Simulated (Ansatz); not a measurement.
The system is Bi2TeSe2 (Skippenite).

```
Bi Te Se
1.0
     2.09150    1.20753    9.71233
    -2.09150    1.20753    9.71233
     0.00000   -2.41506    9.71233
Bi Te Se
2 1 2
Direct
  0.60194 0.60194 0.60194
  0.39806 0.39806 0.39806
  0.00000 0.00000 0.00000
  0.78840 0.78840 0.78840
  0.21160 0.21160 0.21160
```

```yaml
Program: Ansatz 0.2.0
Task: relaxation of cell and atoms
Functional: PBEsol
Potentials_or_basis: Ansatz PAW
Cutoff: "420 eV (not typed: the program's choice for these potentials)"
k_mesh: 7 × 7 × 7
Occupations: fermi-dirac, width 0.05 eV
Spin: no spin polarisation
```

At the start: volume 29.43 Å³/atom.

Task: How do energy, volume and symmetry change on relaxing?

Result: It ends after 6 steps and the volume is 29.83 Å³/atom (+1.3 %); space group R-3m (No. 166, to 0.05 Å).

Step by step:
| step | energy change (eV) | largest force (eV/Å) | volume (Å³) |
| --- | --- | --- | --- |
| 1 | 0.0000 | 1.7910 | 147.17 |
| 2 | -0.3215 | 0.3302 | 151.42 |
| 3 | -0.3437 | 0.0099 | 149.22 |
| 4 | -0.3448 | 0.0226 | 149.50 |
| 5 | -0.3451 | 0.0015 | 149.13 |
| 6 | -0.3454 | 0.0015 | 149.13 |

Final structure:
```xyz
5
Lattice="2.1101 1.2182 9.6689 -2.1101 1.2182 9.6689 0.0000 -2.4365 9.6689" Properties=species:S:1:pos:R:3 pbc="T T T"
Bi    0.0000    0.0000   17.2371
Bi    0.0000    0.0000   11.7696
Te    0.0000    0.0000    0.0000
Se    0.0000    0.0000   22.9561
Se    0.0000    0.0000    6.0506
```

Caveat: the plane-wave basis is chosen anew once the cell has moved, so the energies of steps on either side of that aren't comparable; the PAW data sets come from PBE, with cores solved anew for the run's functional, which leaves a small shift of forces and pressure.
